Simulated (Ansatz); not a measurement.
# SnSe2 (P-3m1): frozen displacement of one atom from a Python script

Wanted for SnSe2 (P-3m1): a frozen displacement of one atom.

All numbers are computed with Ansatz 0.2.0 through its Python package. Level of theory: DFT PBE, plane waves, PAW.

## 1. Starting point

The structure is trigonal, space group P-3m1 (No. 164). Conventional cell: a = 3.811 Å, b = 3.811 Å, c = 6.136 Å, α = 90.00°, β = 90.00°, γ = 120.00°. Around Sn (site symmetry -3m) lie 6 Se at 2.68 Å. Se (site symmetry 3m) has 3 Sn at 2.68 Å as nearest neighbours.

No structure file is read: the coordinates are typed or built in the script.

## 2. The code

snse2_push.py

```python
"""Energy and force of SnSe2 as one atom is pushed off its site."""

from dataclasses import dataclass

import ansatz as az
from ase import Atoms
import numpy as np


@dataclass(frozen=True)
class Settings:
    functional: str = "pbe"
    mesh: tuple[int, ...] = (6, 6, 4)
    filling: str = "fixed"
    tolerance: float = 1e-09


opts = Settings()

atoms = Atoms(
    ["Sn", "Se", "Se"],
    scaled_positions=[
        (0.0, 0.0, 0.0),
        (1 / 3, 2 / 3, 0.249),
        (2 / 3, 1 / 3, 0.751),
    ],
    cell=[
        (3.811, 0.0, 0.0),
        (-1.9055, 3.30042, 0.0),
        (0.0, 0.0, 6.136),
    ],
    pbc=True,
)
snse2 = az.Crystal.from_ase(atoms)

inverse = np.linalg.inv(np.array(snse2.lattice.vectors))
home = np.array(snse2.sites[0].position)
values = np.linspace(-0.1, 0.1, 5)
energies, pulls = [], []
for shift in values:
    moved = snse2.move(0, to=home + shift * inverse[2])
    model = (
        moved.calculation()
        .functional(opts.functional)
        .pseudopotentials("paw")
        .kpoints(*opts.mesh)
        .occupations(opts.filling)
        .scf(tolerance=opts.tolerance)
        .forces()
    )
    data = model.run().report
    energies.append(data["free_energy_ev"])
    pulls.append(data["forces_ev_ang"][0][2])

# the force is minus the slope of the free energy
print("shift (A)   dE (eV)   force along z (eV/A)")
for shift, e, f in zip(values, energies, pulls):
    print(f"{shift:8.3f} {e - energies[2]:10.5f} {f:12.4f}")
print(f"stiffness from energies {2 * np.polyfit(values, energies, 2)[0]:.3f}, from forces {-np.polyfit(values, pulls, 1)[0]:.3f} eV/A^2")
```

## 3. Launch

Launch:

```console
python snse2_push.py
```

**Question.** How stiff is this displacement, and do energies and forces agree?

**Answer**, as computed:

```
                                    quantity           value
                               runs compared               5
                             range of energy  27.18 meV/atom
lowest point, shift of atom 1 from run 1 (Å)           0.100
```

**Reading.** The curvature of the energy gives 16.300 eV/Å² and the slope of the force 16.271 eV/Å², a positive curvature. All periodic images of the atom move with it, so the curvature is one diagonal element of the zone-centre force constants and no normal mode; a positive value doesn't exclude soft modes in which several atoms move.
